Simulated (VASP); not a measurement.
**Input and output of a VASP r²SCAN single-point calculation on HfO$_{2}$ (strained fluorite)**

INCAR

```
LASPH = .TRUE.
LELF = .TRUE.
NELM = 120
ENCUT = 520
ISIF = 2
ISMEAR = 0
LCHARG = .TRUE.
ALGO = Normal
NSW = 0
LWAVE = .FALSE.
NBANDS = 18
PREC = Accurate
IBRION = -1
LREAL = .FALSE.
SIGMA = 0.01
EDIFF = 1E-7
METAGGA = R2SCAN
```

KPOINTS

```
KPOINTS created by Atomic Simulation Environment
0
Gamma
8 8 8
0 0 0
```

KPOINTS_OPT

```
special points
7
Reciprocal
0.0000000000 0.0000000000 0.0000000000 1
0.5000000000 0.0000000000 0.5000000000 1
0.6250000000 0.2500000000 0.6250000000 1
0.3750000000 0.3750000000 0.7500000000 1
0.5000000000 0.5000000000 0.5000000000 1
0.5000000000 0.2500000000 0.7500000000 1
-0.0013020000 0.4986980000 0.4986980000 1
```

POSCAR

```
Hf O
 1.0000000000000000
     0.1584675538000000    2.5864825802999998    2.5864825802999998
     2.5864825802999998    0.1584675538000000    2.5864825802999998
     2.5864825802999998    2.5864825802999998    0.1584675538000000
 Hf  O
   1   2
Cartesian
 -0.0000000000000000  0.0000000000000000  0.0000000000000000
  1.3140566257347566  1.3140566257347566  1.3140566257347563
  4.0173760886652419  4.0173760886652419  4.0173760886652419
```

VASP ran with the recommended PBE PAW datasets (22 valence electrons in the cell).

Command

```
mpirun -np 1 vasp_std
```

OSZICAR

```
N       E                     dE             d eps       ncg     rms          rms(c)
DAV:   1     0.506946617650E+02    0.50695E+02   -0.13015E+04  2340   0.125E+03
DAV:   2    -0.763056982397E+02   -0.12700E+03   -0.12342E+03  2970   0.298E+02
DAV:   3    -0.804200741442E+02   -0.41144E+01   -0.40974E+01  2778   0.475E+01
DAV:   4    -0.804433623059E+02   -0.23288E-01   -0.23282E-01  2868   0.399E+00
DAV:   5    -0.804435130555E+02   -0.15075E-03   -0.15074E-03  2672   0.299E-01    0.565E+01
DAV:   6    -0.682662848862E+02    0.12177E+02   -0.11955E+01  2396   0.282E+01    0.417E+01
DAV:   7    -0.684632845662E+02   -0.19700E+00   -0.16819E+00  2814   0.975E+00    0.262E+01
DAV:   8    -0.685531269981E+02   -0.89842E-01   -0.10068E+00  2440   0.756E+00    0.145E+01
DAV:   9    -0.684587287579E+02    0.94398E-01   -0.53303E-01  2542   0.501E+00    0.231E+00
DAV:  10    -0.684586857871E+02    0.42971E-04   -0.38739E-02  2616   0.106E+00    0.112E+00
DAV:  11    -0.684584331726E+02    0.25261E-03   -0.32774E-03  2534   0.399E-01    0.142E-01
DAV:  12    -0.684584200103E+02    0.13162E-04   -0.11330E-04  2590   0.853E-02    0.939E-02
DAV:  13    -0.684584260776E+02   -0.60673E-05   -0.43750E-06  2682   0.173E-02    0.592E-02
DAV:  14    -0.684584252012E+02    0.87644E-06   -0.27238E-06  2686   0.108E-02    0.807E-03
DAV:  15    -0.684584251696E+02    0.31614E-07   -0.61301E-08  1584   0.202E-03
   1 F= -.68458425E+02 E0= -.68458425E+02  d E =-.726163E-13
       N       E                     dE             ncg
DAV:   1     0.223808079427E+04   -0.57914E+04      252
DAV:   2     0.137329402690E+04   -0.86479E+03      312
DAV:   3     0.134392739050E+04   -0.29367E+02      314
DAV:   4     0.134374835254E+04   -0.17904E+00      310
DAV:   5     0.134374721778E+04   -0.11348E-02      286
DAV:   6     0.134374720598E+04   -0.11802E-04      330
DAV:   7     0.134374720584E+04   -0.14281E-06      290
DAV:   8     0.134374720583E+04   -0.19063E-08      240
```

From OUTCAR

```
k-points           NKPTS =     65   k-points in BZ     NKDIM =     65   number of bands    NBANDS=     18

   NELECT =      22.0000    total number of electrons

   dimension x,y,z NGX =    28 NGY =   28 NGZ =   28
   dimension x,y,z NGXF=    56 NGYF=   56 NGZF=   56

  energy-cutoff  :      520.00
  volume of cell :       31.43
      direct lattice vectors                 reciprocal lattice vectors
     0.158467554  2.586482580  2.586482580    -0.212050430  0.199808636  0.199808636
     2.586482580  0.158467554  2.586482580     0.199808636 -0.212050430  0.199808636
     2.586482580  2.586482580  0.158467554     0.199808636  0.199808636 -0.212050430

 k-points in reciprocal lattice and weights: KPOINTS created by Atomic Simulation Env
   0.00000000  0.00000000  0.00000000       0.002
   0.12500000 -0.00000000 -0.00000000       0.012
   0.25000000 -0.00000000 -0.00000000       0.012
   0.37500000 -0.00000000 -0.00000000       0.012
   0.50000000 -0.00000000 -0.00000000       0.006
   0.12500000  0.12500000 -0.00000000       0.012
   0.25000000  0.12500000 -0.00000000       0.023
   0.37500000  0.12500000  0.00000000       0.023
   ...

 E-fermi :   4.2206

 k-point     1 :       0.0000    0.0000    0.0000
  band No.  band energies     occupation
      1     -26.3149      2.00000
      2     -26.2480      2.00000
      3     -26.2480      2.00000
      4     -15.7505      2.00000
      5     -12.5598      2.00000
      6      -1.6569      2.00000
      7      -1.3399      2.00000
      8      -1.3399      2.00000
      9       3.4714      2.00000
     10       3.4714      2.00000
     11       3.7102      2.00000
     12       8.7234      0.00000
     13       8.7234      0.00000
     14      10.9820      0.00000
     15      15.1544      0.00000
     16      15.7799      0.00000
     17      15.7799      0.00000
     18      17.1431      0.00000

 k-point     2 :       0.1250   -0.0000   -0.0000
  band No.  band energies     occupation
      1     -26.3476      2.00000
      2     -26.3134      2.00000
      3     -26.2606      2.00000
      4     -15.5051      2.00000
      5     -12.7588      2.00000
      6      -1.4536      2.00000
      7      -1.1817      2.00000
      8      -0.9072      2.00000
      9       2.9927      2.00000
     10       3.2000      2.00000
     11       3.3683      2.00000
     12       8.9838      0.00000
     13       9.0898      0.00000
     14      11.5857      0.00000
     15      14.8569      0.00000
     16      15.0654      0.00000
     17      15.5535      0.00000
     18      17.1424      0.00000

 k-point     3 :       0.2500   -0.0000   -0.0000
  band No.  band energies     occupation
      1     -26.5599      2.00000
      2     -26.3261      2.00000
      3     -26.2907      2.00000
      4     -14.9494      2.00000
      5     -13.1339      2.00000
      6      -0.9933      2.00000
      7      -0.8129      2.00000
      8       0.1236      2.00000
      9       2.0435      2.00000
     10       2.7061      2.00000
     11       2.7415      2.00000
     12       9.3334      0.00000
     13       9.7113      0.00000
     14      12.0655      0.00000
     15      14.2975      0.00000
     16      14.8298      0.00000
     17      15.1279      0.00000
     18      17.1395      0.00000

 k-point     4 :       0.3750   -0.0000   -0.0000
  band No.  band energies     occupation
      1     -26.7607      2.00000
      2     -26.3355      2.00000
      3     -26.3205      2.00000
      4     -14.5702      2.00000
      5     -13.2429      2.00000
      6      -0.5138      2.00000
      7      -0.4966      2.00000
      8       1.0038      2.00000
      9       1.2566      2.00000
     10       2.2166      2.00000
     11       2.5315      2.00000
     12       9.3528      0.00000
     13       9.9542      0.00000
     14      11.9464      0.00000
     15      13.9796      0.00000
     16      14.9120      0.00000
     17      14.9868      0.00000
     18      17.1328      0.00000

 k-point     5 :       0.5000   -0.0000   -0.0000
  band No.  band energies     occupation
      1     -26.8403      2.00000
      2     -26.3392      2.00000
      3     -26.3328      2.00000
      4     -14.5245      2.00000
      5     -13.1502      2.00000
      6      -0.3952      2.00000
      7      -0.3076      2.00000
      8       0.9242      2.00000
      9       1.2753      2.00000
     10       2.1156      2.00000
     11       2.5271      2.00000
     12       9.2537      0.00000
     13       9.9297      0.00000
     14      12.3225      0.00000
     15      14.0343      0.00000
     16      14.1007      0.00000
     17      14.8990      0.00000
     18      17.1351      0.00000

 k-point     6 :       0.1250    0.1250   -0.0000
  band No.  band energies     occupation
      1     -26.3663      2.00000
      2     -26.3118      2.00000
      3     -26.2684      2.00000
      4     -15.4380      2.00000
      5     -12.8092      2.00000
      6      -1.3906      2.00000
      7      -1.1671      2.00000
      8      -0.7380      2.00000
      9       2.2311      2.00000
     10       3.4882      2.00000
     11       3.6640      2.00000
     12       8.9470      0.00000
     13       9.1436      0.00000
     14      11.7958      0.00000
     15      14.4975      0.00000
     16      15.1042      0.00000
     17      15.3559      0.00000
     18      17.1412      0.00000

 k-point     7 :       0.2500    0.1250   -0.0000
  band No.  band energies     occupation
      1     -26.5025      2.00000
      2     -26.3425      2.00000
      3     -26.3005      2.00000
      4     -14.9761      2.00000
      5     -13.1268      2.00000
      6      -1.0757      2.00000
      7      -0.8689      2.00000
      8       0.1992      2.00000
      9       1.2471      2.00000
     10       3.1049      2.00000
     11       3.4060      2.00000
     12       9.2468      0.00000
     13       9.5675      0.00000
     14      12.3426      0.00000
     15      13.9541      0.00000
     16      14.6050      0.00000
     17      15.0930      0.00000
     18      17.1404      0.00000

 k-point     8 :       0.3750    0.1250    0.0000
  band No.  band energies     occupation
      1     -26.6833      2.00000
      2     -26.3640      2.00000
      3     -26.3435      2.00000
      4     -14.4924      2.00000
      5     -13.3457      2.00000
      6      -0.6839      2.00000
      7      -0.5758      2.00000
      8       0.6876      2.00000
      9       1.3173      2.00000
     10       2.4849      2.00000
     11       2.8917      2.00000
     12       9.3946      0.00000
     13       9.8948      0.00000
     14      12.0931      0.00000
     15      13.6133      0.00000
     16      14.4673      0.00000
     17      15.6031      0.00000
     18      17.1373      0.00000

 k-point     9 :       0.5000    0.1250   -0.0000
  band No.  band energies     occupation
      1     -26.7976      2.00000
      2     -26.3931      2.00000
      3     -26.3507      2.00000
      4     -14.3674      2.00000
      5     -13.2635      2.00000
      6      -0.6293      2.00000
      7      -0.2278      2.00000
      8       0.4622      2.00000
      9       1.8709      2.00000
     10       2.2635      2.00000
     11       2.5263      2.00000
     12       9.4082      0.00000
     13       9.9023      0.00000
     14      12.2263      0.00000
     15      13.5832      0.00000
     16      14.2125      0.00000
     17      15.4419      0.00000
     18      17.1358      0.00000

 k-point    10 :      -0.3750    0.1250   -0.0000
  band No.  band energies     occupation
      1     -26.7875      2.00000
      2     -26.3928      2.00000
      3     -26.3387      2.00000
      4     -14.3564      2.00000
      5     -13.3246      2.00000
      6      -0.6879      2.00000
      7      -0.0921      2.00000
      8       0.5900      2.00000
      9       1.6423      2.00000
     10       1.8594      2.00000
     11       2.8956      2.00000
     12       9.4753      0.00000
     13       9.8837      0.00000
     14      12.2027      0.00000
     15      13.8431      0.00000
     16      14.1206      0.00000
     17      15.5081      0.00000
     18      17.1350      0.00000

 k-point    11 :      -0.2500    0.1250   -0.0000
  band No.  band energies     occupation
      1     -26.6578      2.00000
      2     -26.3555      2.00000
      3     -26.3217      2.00000
      4     -14.5773      2.00000
      5     -13.3577      2.00000
      6      -0.8402      2.00000
      7      -0.4734      2.00000
      8       0.8977      2.00000
      9       1.2201      2.00000
     10       1.8525      2.00000
     11       3.3218      2.00000
     12       9.5463      0.00000
     13       9.8104      0.00000
     14      12.1466      0.00000
     15      14.0564      0.00000
     16      14.3673      0.00000
     17      15.5538      0.00000
     18      17.1377      0.00000

 ...

  Total        1.0427672      1.0427672      1.0427672     -0.8923151     -0.8923151     -0.8923151
  in kB       53.1558770     53.1558770     53.1558770    -45.4864614    -45.4864614    -45.4864614
  external PRESSURE =      53.1558770 kB  Pullay stress =       0.0000000 kB

 POSITION                                       TOTAL-FORCE (eV/Angst)
 -----------------------------------------------------------------------------------
      0.00000      0.00000      0.00000        -0.000000      0.000000     -0.000000
      1.31406      1.31406      1.31406         0.041241      0.041241      0.041241
      4.01738      4.01738      4.01738        -0.041241     -0.041241     -0.041241
 -----------------------------------------------------------------------------------
    total drift:                               -0.000000     -0.000000     -0.000000

  FREE ENERGIE OF THE ION-ELECTRON SYSTEM (eV)
  ---------------------------------------------------
  free  energy   TOTEN  =       -68.4584251696 eV

  energy  without entropy=      -68.4584251696  energy(sigma->0) =      -68.45842517
```

* gap between bands v and c: 4.44 eV
* least direct gap: 4.44 eV
* pressure: 5.3 GPa
* largest force: 0.07 eV/Å

Band v is the last that the valence electrons fill when counted band by band, and c is the next.

The run took about 2 min on one core of a shared host (Intel Xeon Platinum 8488C) and held 0.2 GiB at most.
